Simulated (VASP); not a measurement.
# CdS (Greenockite) (P6_3mc) in VASP: notebook

Runs on CdS (Greenockite). Level: HSE06. Tasks: single point.

All numbers are computed with VASP 6.6.1; they aren't measurements. Logs are shortened: lines on timing, memory, paths and dates and some standing lists are left out, and cuts for length are marked.

## (1) The structure

It takes space group P6_3mc (No. 186, hexagonal). The conventional cell has a = 4.150 Å, b = 4.150 Å, c = 6.737 Å, α = 90.00°, β = 90.00°, γ = 120.00°. Around Cd (site symmetry 3m) lie 4 S at 2.53 to 2.54 Å. S (site symmetry 3m) has 4 Cd at 2.53 to 2.54 Å as nearest neighbours.

## (2) Single point, HSE06

POSCAR reads:

```
CdS
1.0
    4.1500000000      0.0000000000      0.0000000000
   -2.0750000000      3.5940054257      0.0000000000
    0.0000000000      0.0000000000      6.7370000000
Cd S
2 2
Direct
    0.6666666667      0.3333333333      0.5000000000
    0.3333333333      0.6666666667      0.0000000000
    0.6666666667      0.3333333333      0.8750000000
    0.3333333333      0.6666666667      0.3750000000
```

INCAR.step1 reads:

```
SYSTEM = CdS
ALGO = Normal
EDIFF = 1E-5
ENCUT = 350
GGA = PE
ISIF = 2
ISMEAR = 0
LASPH = .TRUE.
LCHARG = .FALSE.
LREAL = .FALSE.
LWAVE = .TRUE.
NBANDS = 26
NELM = 100
NKRED = 1
PREC = Accurate
SIGMA = 0.01
```

INCAR.step2 reads:

```
SYSTEM = CdS
ALGO = Normal
EDIFF = 1E-6
ENCUT = 350
GGA = PE
HFSCREEN = 0.2
ISIF = 2
ISMEAR = 0
ISTART = 1
LASPH = .TRUE.
LCHARG = .FALSE.
LHFCALC = .TRUE.
LREAL = .FALSE.
LWAVE = .FALSE.
NBANDS = 26
NELM = 100
NKRED = 1
PREC = Accurate
PRECFOCK = Fast
SIGMA = 0.01
```

KPOINTS reads:

```
k-points
0
G
  2 2 1
  0 0 0
```

Potentials or basis: VASP PAW PBE potentials, release 64 (Cd, S).

Command:

```
$ cat potpaw_PBE.64/Cd/POTCAR potpaw_PBE.64/S/POTCAR > POTCAR
$ cp INCAR.step1 INCAR
$ mpirun -np 1 vasp_std > vasp.out
$ cp INCAR.step2 INCAR
$ mpirun -np 1 vasp_std > vasp.out
```

OUTCAR:

```text
SYSTEM = CdS
   EDIFF = 1E-6
   ENCUT = 350
   GGA = PE
   HFSCREEN = 0.2
   ISIF = 2
   ISMEAR = 0
   ISTART = 1
   LASPH = .TRUE.
   LHFCALC = .TRUE.
   LREAL = .FALSE.
   NELM = 100
   NKRED = 1
   PREC = Accurate
   PRECFOCK = Fast

 Found      2 irreducible k-points:

 Following reciprocal coordinates:
            Coordinates               Weight
  0.000000  0.000000  0.000000      1.000000
  0.500000 -0.000000  0.000000      3.000000
   k-points           NKPTS =      2   k-points in BZ     NKDIM =      4   number of bands    NBANDS=     26
   number of dos      NEDOS =    301   number of ions     NIONS =      4
   total plane-waves  NPLWV =  32928
   dimension x,y,z NGX =    28 NGY =   28 NGZ =   42
   dimension x,y,z NGXF=    56 NGYF=   56 NGZF=   84
   ions per type =               2   2
   NGX,Y,Z   is equivalent  to a cutoff of  11.22, 11.22, 10.36 a.u.
   NGXF,Y,Z  is equivalent  to a cutoff of  22.43, 22.43, 20.73 a.u.
 SYSTEM =  CdS
   PREC   = accura    normal or accurate (medium, high low for compatibility)
   ISTART =      1    job   : 0-new  1-cont  2-samecut
   ICHARG =      0    charge: 1-file 2-atom 10-const
   ISPIN  =      1    spin polarized calculation?
   LNONCOLLINEAR =      F non collinear calculations
   LSORBIT =      F    spin-orbit coupling
   LASPH  =      T    aspherical Exc in radial PAW
   ENCUT  =  350.0 eV  25.72 Ry    5.07 a.u.   6.33  6.33 10.28*2*pi/ulx,y,z
   NELM   =    100;   NELMIN=  2; NELMDL=  0     # of ELM steps
   EDIFF  = 0.1E-05   stopping-criterion for ELM
   LREAL  =      F    real-space projection
   EDIFFG = 0.1E-04   stopping-criterion for IOM
   NSW    =      0    number of steps for IOM
   IBRION =     -1    ionic relax: 0-MD 1-quasi-New 2-CG
   NFREE  =      0    steps in history (QN), initial steepest desc. (CG)
   ISIF   =      2    stress and relaxation
   ISYM   =      3    0-nonsym 1-usesym 2-fastsym
   POTIM  = 0.5000    time-step for ionic-motion
   TEBEG  =    0.0;   TEEND  =   0.0 temperature during run
   PSTRESS=    0.0 pullay stress
   NELECT =      36.0000    total number of electrons
   NUPDOWN=      -1.0000    fix difference up-down
   EMIN   =  10.00;   EMAX   =-10.00  energy-range for DOS
   EFERMI =   0.00;   METHOD = LEGACY
   ISMEAR =     0;   SIGMA  =   0.01  broadening in eV -4-tet -1-fermi 0-gaus
   EFERMI_NEDOS =   21; number of points for ismear=-14 and -15
   IALGO  =     38    algorithm
   IMIX   =      1    mixing-type and parameters
     AMIX     =   0.40;   BMIX     =  1.00
     AMIX_MAG =   1.60;   BMIX_MAG =  1.00
  volume/ion in A,a.u.               =      25.12       169.52
  Fermi-wavevector in a.u.,A,eV,Ry     =   1.162727  2.197236 18.394190  1.351935
  Thomas-Fermi vector in A             =   2.299285
   LORBIT       =      0    0 simple, 1 ext, 2 COOP (PROOUT), +10 PAW based schemes
   GGA     = PE    functional components
   LHFCALC =     T    Hartree Fock is set to
   PRECFOCK=fast      Normal, Fast or Accurate (Low or Medium for compatibility)
   ENCUT4O =  -1.0   cutoff for four orbital integrals eV
   NKREDX  =     1    reduce k-point grid by
   NKREDY  =     1    reduce k-point grid by
   NKREDZ  =     1    reduce k-point grid by
   AEXX    =    0.2500 exact exchange contribution
   HFSCREEN=    0.2000 screening length (either q_TF or 0.3 A-1)
   HFSCREENC=   0.2000 screening length for correlation (either q_TF or 0.3 A-1)
   ENCUTFOCK=  -1.0 apply spherical cutoff to Coloumb kernel
   IVDW    =     0    specifies the selected vdW correction
   LEPSILON=     F    determine dielectric tensor
   LRPA    =     F    only Hartree local field effects (RPA)
 non-spin polarized calculation
 Gauss-broadening in eV      SIGMA  =   0.01
  energy-cutoff  :      350.00
  volume of cell :      100.48
 maximum number of plane-waves:      1509
 NGX is ok and might be reduce to    28
  NGX = 14; NGY = 14; NGZ = 24

 number of electron      36.0000023 magnetization

 Free energy of the ion-electron system (eV)
  ---------------------------------------------------
  ext. energy  EPLUGINS =         0.00000000
  ---------------------------------------------------
  free energy    TOTEN  =       -14.85935470 eV

  energy without entropy =      -14.85935470  energy(sigma->0) =      -14.85935470

 E-fermi :   0.6261     XC(G=0):  -7.4971

 val. band max:        0.5741701843   @ k =   0.0000   0.0000   0.0000
 cond. band min:       2.9511370619   @ k =   0.0000   0.0000   0.0000
 fundamental gap:      2.3769668776
 Fermi energy:         0.6260993958

 k-point     1 :       0.0000    0.0000    0.0000
  band No.  band energies     occupation
      1     -12.8128      2.00000
      2     -12.3528      2.00000
      3      -8.2869      2.00000
      4      -8.2700      2.00000
      5      -8.2699      2.00000
      6      -8.1851      2.00000
[... 18 lines left out ...]
     25       9.4479      0.00000
     26       9.5979      0.00000

 k-point     2 :       0.5000   -0.0000    0.0000
  band No.  band energies     occupation
      1     -12.3811      2.00000
      2     -12.2395      2.00000
      3      -8.1778      2.00000
      4      -8.1666      2.00000
      5      -7.9874      2.00000
      6      -7.9828      2.00000
[... 18 lines left out ...]
     25      10.2365      0.00000
     26      12.1434      0.00000

------------------------ aborting loop because EDIFF is reached ----------------------------------------

  FORCE on cell =-STRESS in cart. coord.  units (eV):
  Direction    XX          YY          ZZ          XY          YZ          ZX
  --------------------------------------------------------------------------------------
  -------------------------------------------------------------------------------------
  Total        2.0056437      2.0056437     -2.2114330      0.0000000      0.0000000      0.0000000
  in kB       31.9794509     31.9794509    -35.2607058      0.0000000      0.0000000      0.0000000
  external PRESSURE =       9.5660653 kB  Pullay stress =       0.0000000 kB

 VOLUME and BASIS-vectors are now :
 -----------------------------------------------------------------------------
  energy-cutoff  :      350.00
  volume of cell :      100.48
      direct lattice vectors                 reciprocal lattice vectors
     4.150000000  0.000000000  0.000000000     0.240963855  0.139120547  0.000000000
    -2.075000000  3.594005426  0.000000000     0.000000000  0.278241094  0.000000000
     0.000000000  0.000000000  6.737000000     0.000000000  0.000000000  0.148434021

 POSITION                                       TOTAL-FORCE (eV/Angst)
 -----------------------------------------------------------------------------------
      2.07500      1.19800      3.36850        -0.000000      0.000000      0.029090
     -0.00000      2.39600      0.00000         0.000000      0.000000      0.029090
      2.07500      1.19800      5.89487        -0.000000      0.000000     -0.029090
     -0.00000      2.39600      2.52637         0.000000      0.000000     -0.029090
 -----------------------------------------------------------------------------------
    total drift:                                0.000000      0.000000     -0.000684

  FREE ENERGIE OF THE ION-ELECTRON SYSTEM (eV)
  ---------------------------------------------------
  free  energy   TOTEN  =       -14.8593546978 eV

  energy  without entropy=      -14.8593546978  energy(sigma->0) =      -14.85935470
```

OUTCAR.step1:

```text
SYSTEM = CdS
   EDIFF = 1E-5
   ENCUT = 350
   GGA = PE
   ISIF = 2
   ISMEAR = 0
[... 166 lines left out ...]
      2.07500      1.19800      3.36850         0.000000     -0.000000      0.072145
     -0.00000      2.39600      0.00000        -0.000000      0.000000      0.072145
      2.07500      1.19800      5.89487         0.000000     -0.000000     -0.072145
     -0.00000      2.39600      2.52637         0.000000      0.000000     -0.072145
 -----------------------------------------------------------------------------------
    total drift:                               -0.000000      0.000000     -0.001192

  FREE ENERGIE OF THE ION-ELECTRON SYSTEM (eV)
  ---------------------------------------------------
  free  energy   TOTEN  =       -11.4978046015 eV

  energy  without entropy=      -11.4978046015  energy(sigma->0) =      -11.49780460
```

Run time: 25 s. Hardware: 1 thread of AMD EPYC 7R13 (Zen 3), shared host; peak memory 0.24 GiB.

These settings aren't checked as converged: the numbers below hold their error.

What came out:

```
Free energy            : -14.8594 eV
Pressure               : 1.0 GPa
Largest force          : 0.029 eV/Å
Band gap on the k mesh : 2.38 eV, direct
```

Caveat: the k mesh is coarse (spacing up to 0.93 Å⁻¹), so the values aren't converged, least of all with exact exchange; the PAW data sets were made with another functional, which shifts forces and pressure a little.

## (3) Single point, HSE06

POSCAR is that of step 2.

Changes to INCAR.step1 since step 2:

```diff
@@ -3,3 +3,3 @@
 EDIFF = 1E-5
-ENCUT = 350
+ENCUT = 300
 GGA = PE
```

Changes to INCAR.step2 since step 2:

```diff
@@ -3,3 +3,3 @@
 EDIFF = 1E-6
-ENCUT = 350
+ENCUT = 300
 GGA = PE
```

KPOINTS reads:

```
k-points
0
G
  3 3 2
  0 0 0
```

Potentials or basis: VASP PAW PBE potentials, release 64 (Cd, S).

Command:

```
$ cat potpaw_PBE.64/Cd/POTCAR potpaw_PBE.64/S/POTCAR > POTCAR
$ cp INCAR.step1 INCAR
$ mpirun -np 1 vasp_std > vasp.out
$ cp INCAR.step2 INCAR
$ mpirun -np 1 vasp_std > vasp.out
```

Run time: 1.9 min. Hardware: 1 thread of AMD EPYC 7R13 (Zen 3), shared host; peak memory 0.22 GiB.

The run converged, but some of its settings lie outside the range that counts as converged, so its numbers aren't taken as properties of the crystal.

What came out:

```yaml
Free_energy: -15.1282 eV
Largest_force: 0.032 eV/Å
Band_gap_on_the_k_mesh: 2.27 eV, direct
```

Caveat: the k mesh is coarse (spacing up to 0.58 Å⁻¹), so the values aren't converged, least of all with exact exchange; the cutoff is under 1.25 times the usual one of these potentials, so pressure, stress and relaxed cells hold a basis-set (Pulay) error; the PAW data sets were made with another functional, which shifts forces and pressure a little.

## (4) Single point, HSE06

POSCAR is that of step 3.

Changes to INCAR.step1 since step 3:

```diff
@@ -3,3 +3,3 @@
 EDIFF = 1E-5
-ENCUT = 300
+ENCUT = 350
 GGA = PE
```

Changes to INCAR.step2 since step 3:

```diff
@@ -3,3 +3,3 @@
 EDIFF = 1E-6
-ENCUT = 300
+ENCUT = 350
 GGA = PE
@@ -18,3 +18,3 @@
 PREC = Accurate
-PRECFOCK = Fast
+PRECFOCK = Medium
 SIGMA = 0.01
```

KPOINTS is that of step 3.

Command:

```
$ cat potpaw_PBE.64/Cd/POTCAR potpaw_PBE.64/S/POTCAR > POTCAR
$ cp INCAR.step1 INCAR
$ mpirun -np 1 vasp_std > vasp.out
$ cp INCAR.step2 INCAR
$ mpirun -np 1 vasp_std > vasp.out
```

It took 11 min on 1 thread of AMD EPYC 7R13 (Zen 3), shared host; peak memory 0.27 GiB.

These settings aren't checked as converged: the numbers below hold their error.

What came out:

| Item | Value |
| --- | --- |
| Free energy | -15.1356 eV |
| Pressure | 1.0 GPa |
| Largest force | 0.031 eV/Å |
| Band gap on the k mesh | 2.27 eV, direct |

Caveat: the k mesh is coarse (spacing up to 0.58 Å⁻¹), so the values aren't converged, least of all with exact exchange; the PAW data sets were made with another functional, which shifts forces and pressure a little.

## (5) Single point, HSE06

POSCAR is that of step 4.

Changes to INCAR.step1 since step 4:

```diff
@@ -3,3 +3,3 @@
 EDIFF = 1E-5
-ENCUT = 350
+ENCUT = 400
 GGA = PE
```

Changes to INCAR.step2 since step 4:

```diff
@@ -3,3 +3,3 @@
 EDIFF = 1E-6
-ENCUT = 350
+ENCUT = 400
 GGA = PE
@@ -18,3 +18,3 @@
 PREC = Accurate
-PRECFOCK = Medium
+PRECFOCK = Fast
 SIGMA = 0.01
```

KPOINTS is that of step 4.

Command:

```
$ cat potpaw_PBE.64/Cd/POTCAR potpaw_PBE.64/S/POTCAR > POTCAR
$ cp INCAR.step1 INCAR
$ mpirun -np 1 vasp_std > vasp.out
$ cp INCAR.step2 INCAR
$ mpirun -np 1 vasp_std > vasp.out
```

Run time: 4.2 min. Hardware: 1 thread of AMD EPYC 7R13 (Zen 3), shared host; peak memory 0.25 GiB.

These settings aren't checked as converged: the numbers below hold their error.

What came out:

```yaml
Free_energy: -15.1504 eV
Pressure: 1.0 GPa
Largest_force: 0.032 eV/Å
Band_gap_on_the_k_mesh: 2.27 eV, direct
```

Caveat: the k mesh is coarse (spacing up to 0.58 Å⁻¹), so the values aren't converged, least of all with exact exchange; the PAW data sets were made with another functional, which shifts forces and pressure a little.

## (6) Single point, HSE06

POSCAR is that of step 5.

Changes to INCAR.step1 since step 5:

```diff
@@ -3,3 +3,3 @@
 EDIFF = 1E-5
-ENCUT = 400
+ENCUT = 350
 GGA = PE
```

Changes to INCAR.step2 since step 5:

```diff
@@ -3,3 +3,3 @@
 EDIFF = 1E-6
-ENCUT = 400
+ENCUT = 350
 GGA = PE
```

KPOINTS reads:

```
k-points
0
G
  4 4 2
  0 0 0
```

Potentials or basis: VASP PAW PBE potentials, release 64 (Cd, S).

Command:

```
$ cat potpaw_PBE.64/Cd/POTCAR potpaw_PBE.64/S/POTCAR > POTCAR
$ cp INCAR.step1 INCAR
$ mpirun -np 1 vasp_std > vasp.out
$ cp INCAR.step2 INCAR
$ mpirun -np 1 vasp_std > vasp.out
```

OUTCAR:

```text
SYSTEM = CdS
   EDIFF = 1E-6
   ENCUT = 350
   GGA = PE
   HFSCREEN = 0.2
   ISIF = 2
   ISMEAR = 0
   ISTART = 1
   LASPH = .TRUE.
   LHFCALC = .TRUE.
   LREAL = .FALSE.
   NELM = 100
   NKRED = 1
   PREC = Accurate
   PRECFOCK = Fast

 Found      8 irreducible k-points:

 Following reciprocal coordinates:
            Coordinates               Weight
  0.000000  0.000000  0.000000      1.000000
  0.250000 -0.000000  0.000000      6.000000
  0.500000 -0.000000  0.000000      3.000000
  0.250000  0.250000  0.000000      6.000000
  0.000000  0.000000  0.500000      1.000000
  0.250000 -0.000000  0.500000      6.000000
   k-points           NKPTS =      8   k-points in BZ     NKDIM =     32   number of bands    NBANDS=     26
   number of dos      NEDOS =    301   number of ions     NIONS =      4
   total plane-waves  NPLWV =  32928
   dimension x,y,z NGX =    28 NGY =   28 NGZ =   42
   dimension x,y,z NGXF=    56 NGYF=   56 NGZF=   84
   ions per type =               2   2
   NGX,Y,Z   is equivalent  to a cutoff of  11.22, 11.22, 10.36 a.u.
   NGXF,Y,Z  is equivalent  to a cutoff of  22.43, 22.43, 20.73 a.u.
 SYSTEM =  CdS
   PREC   = accura    normal or accurate (medium, high low for compatibility)
   ISTART =      1    job   : 0-new  1-cont  2-samecut
   ICHARG =      0    charge: 1-file 2-atom 10-const
   ISPIN  =      1    spin polarized calculation?
   LNONCOLLINEAR =      F non collinear calculations
   LSORBIT =      F    spin-orbit coupling
   LASPH  =      T    aspherical Exc in radial PAW
   ENCUT  =  350.0 eV  25.72 Ry    5.07 a.u.   6.33  6.33 10.28*2*pi/ulx,y,z
   NELM   =    100;   NELMIN=  2; NELMDL=  0     # of ELM steps
   EDIFF  = 0.1E-05   stopping-criterion for ELM
   LREAL  =      F    real-space projection
   EDIFFG = 0.1E-04   stopping-criterion for IOM
   NSW    =      0    number of steps for IOM
   IBRION =     -1    ionic relax: 0-MD 1-quasi-New 2-CG
   NFREE  =      0    steps in history (QN), initial steepest desc. (CG)
   ISIF   =      2    stress and relaxation
[... 18 lines left out ...]
   GGA     = PE    functional components
   LHFCALC =     T    Hartree Fock is set to
   PRECFOCK=fast      Normal, Fast or Accurate (Low or Medium for compatibility)
   ENCUT4O =  -1.0   cutoff for four orbital integrals eV
   NKREDX  =     1    reduce k-point grid by
   NKREDY  =     1    reduce k-point grid by
   NKREDZ  =     1    reduce k-point grid by
   AEXX    =    0.2500 exact exchange contribution
   HFSCREEN=    0.2000 screening length (either q_TF or 0.3 A-1)
   HFSCREENC=   0.2000 screening length for correlation (either q_TF or 0.3 A-1)
   ENCUTFOCK=  -1.0 apply spherical cutoff to Coloumb kernel
   IVDW    =     0    specifies the selected vdW correction
   LEPSILON=     F    determine dielectric tensor
   LRPA    =     F    only Hartree local field effects (RPA)
 non-spin polarized calculation
 Gauss-broadening in eV      SIGMA  =   0.01
  energy-cutoff  :      350.00
  volume of cell :      100.48
 maximum number of plane-waves:      1520
 NGX is ok and might be reduce to    28
  NGX = 14; NGY = 14; NGZ = 24

 number of electron      36.0000023 magnetization

 Free energy of the ion-electron system (eV)
  ---------------------------------------------------
  ext. energy  EPLUGINS =         0.00000000
  ---------------------------------------------------
  free energy    TOTEN  =       -15.24028938 eV

  energy without entropy =      -15.24028938  energy(sigma->0) =      -15.24028938

 E-fermi :   0.6075     XC(G=0):  -7.5272

 val. band max:        0.5504116947   @ k =   0.0000   0.0000   0.0000
 cond. band min:       2.7970082541   @ k =   0.0000   0.0000   0.0000
 fundamental gap:      2.2465965594
 Fermi energy:         0.6075088295

 k-point     1 :       0.0000    0.0000    0.0000
  band No.  band energies     occupation
      1     -12.9373      2.00000
      2     -12.4835      2.00000
      3      -8.2463      2.00000
      4      -8.2248      2.00000
      5      -8.2247      2.00000
      6      -8.1374      2.00000
[... 163 lines left out ...]
     25       9.5764      0.00000
     26       9.5764      0.00000

 [... further k-points ...]

------------------------ aborting loop because EDIFF is reached ----------------------------------------

  FORCE on cell =-STRESS in cart. coord.  units (eV):
  Direction    XX          YY          ZZ          XY          YZ          ZX
  --------------------------------------------------------------------------------------
  -------------------------------------------------------------------------------------
  Total        0.4074216      0.4074216      0.6573881      0.0000000      0.0000000      0.0000000
  in kB        6.4962275      6.4962275     10.4818772      0.0000000      0.0000000      0.0000000
  external PRESSURE =       7.8247774 kB  Pullay stress =       0.0000000 kB

 VOLUME and BASIS-vectors are now :
 -----------------------------------------------------------------------------
  energy-cutoff  :      350.00
  volume of cell :      100.48
      direct lattice vectors                 reciprocal lattice vectors
     4.150000000  0.000000000  0.000000000     0.240963855  0.139120547  0.000000000
    -2.075000000  3.594005426  0.000000000     0.000000000  0.278241094  0.000000000
     0.000000000  0.000000000  6.737000000     0.000000000  0.000000000  0.148434021

 POSITION                                       TOTAL-FORCE (eV/Angst)
 -----------------------------------------------------------------------------------
      2.07500      1.19800      3.36850        -0.000000      0.000000     -0.062501
     -0.00000      2.39600      0.00000         0.000000     -0.000000     -0.062501
      2.07500      1.19800      5.89487        -0.000000      0.000000      0.062501
     -0.00000      2.39600      2.52637         0.000000      0.000000      0.062501
 -----------------------------------------------------------------------------------
    total drift:                                0.000000      0.000000     -0.000428

  FREE ENERGIE OF THE ION-ELECTRON SYSTEM (eV)
  ---------------------------------------------------
  free  energy   TOTEN  =       -15.2402893763 eV

  energy  without entropy=      -15.2402893763  energy(sigma->0) =      -15.24028938
```

It took 5.9 min on 1 thread of AMD EPYC 7R13 (Zen 3), shared host; peak memory 0.24 GiB.

These settings aren't checked as converged: the numbers below hold their error.

Results:

```yaml
Free_energy: -15.2403 eV
Pressure: 0.8 GPa
Largest_force: 0.063 eV/Å
Band_gap_on_the_k_mesh: 2.25 eV, direct
```

Caveat: the k mesh is coarse (spacing up to 0.47 Å⁻¹), so the values aren't converged, least of all with exact exchange; the PAW data sets were made with another functional, which shifts forces and pressure a little.

## (7) For comparison

An earlier run on the cell as given: functional PBEsol; potentials or basis VASP PAW PBE potentials, release 64 (Cd, S); cutoff 520 eV; k mesh 7 × 7 × 4; occupations fermi-dirac, width 0.05 eV; no spin polarisation.

* Pressure: -0.6 GPa
* Largest force: 0.067 eV/Å
* Band gap on the k mesh: 1.06 eV, direct
